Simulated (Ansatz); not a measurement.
# TlCl (Pm-3m): the band gap by level of theory

All numbers come from Ansatz. (Simulation; no magnetic order is allowed.)

A 2-atom cell of TlCl (Pm-3m) from a materials database, relaxed with r2SCAN+rVV10. The symmetry is Pm-3m (No. 221, cubic); a = 3.794 Å in the conventional setting, 27.30 Å³ an atom. Tl has 8 Cl at 3.29 Å; Cl has 8 Tl at 3.29 Å.

```
CELL_PARAMETERS angstrom
3.79363 0.00000 0.00000
0.00000 3.79363 0.00000
0.00000 0.00000 3.79363
ATOMIC_POSITIONS crystal
Tl 0.00000 0.00000 0.00000
Cl 0.50000 0.50000 0.50000
```

Gaps on the r2SCAN+rVV10 cell, each the least over its mesh and the special points:

| level | k mesh | gap (eV) | kind | edges | least direct gap (eV) |
| --- | --- | --- | --- | --- | --- |
| LDA | 6×6×6 | 1.78 | direct | X | 1.78 |
| PBE | 6×6×6 | 1.99 | direct | X | 1.99 |
| PBE+SOC | 6×6×6 | 1.46 | indirect | X → R | 1.82 |
| r2SCAN | 6×6×6 | 2.42 | direct | X | 2.42 |
| HSE06 | 4×4×4 | 2.74 | direct | X | 2.74 |
| HSE06+SOC | 4×4×4 | 2.21 | indirect | X → R | 2.56 |
| DDH-PBE0 | 4×4×4 | 3.00 | direct | X | 3.00 |
| PBE0 | 4×4×4 | 3.39 | direct | X | 3.39 |
| r2SCAN0 | 4×4×4 | 3.69 | direct | X | 3.69 |
| G0W0@PBE (162 empty bands, 120 eV, 4×4×4) | 4×4×4 | 3.00 | – | X (mesh) | – |
| G0W0@PBE (404 empty bands, 220 eV, 4×4×4) | 4×4×4 | 3.16 | – | X (mesh) | – |

PBE: smearing of 0.02 eV; the others have fixed occupations.
Wave cutoffs: 420 eV, 500 eV (r2SCAN, r2SCAN0). Set aside, since their points miss a band edge that the other levels read or their mesh is too coarse: LC-ωPBE.
The G0W0 gap is PBE's gap over the path plus the quasiparticle shift read on the mesh. The G0W0 figures hold for the stated bands, cutoff and mesh and aren't extrapolated.

The HSE06 gap is direct at X: 2.74 eV. Spin-orbit coupling changes the PBE gap by -0.53 eV, to 1.46 eV, and turns it indirect; at Γ the threefold valence level splits into a fourfold and a twofold level 0.20 eV apart, the fourfold one on top. Spin-orbit coupling changes the HSE06 gap by -0.53 eV, to 2.21 eV, and turns it indirect; at Γ the threefold valence level splits into a fourfold and a twofold level 0.22 eV apart, the fourfold one on top.

r2SCAN covers 57 % of the step from PBE to HSE06. Spin-orbit coupling moves the least or the direct gap by up to 0.53 eV, so it has to be included where a tenth of an eV counts. The levels disagree on the kind of gap: direct with LDA, PBE, r2SCAN, HSE06, DDH-PBE0, PBE0, r2SCAN0; indirect with PBE+SOC, HSE06+SOC.

r2SCAN (ground state on 6×6×6): ε∞: 5.11 in all directions. Born charges, averaged over directions: Tl +2.07, Cl -2.07 e. PBE (ground state on 6×6×6): ε∞: 5.50 in all directions. Born charges, averaged over directions: Tl +2.07, Cl -2.07 e.

Only the levels marked +SOC include spin-orbit coupling.

The meshes of the hybrids are coarse, so their gaps aren't converged to the digits shown.

With a shallow d shell on the cation, G0W0 converges slowly in bands and cutoff, so these values are in doubt.
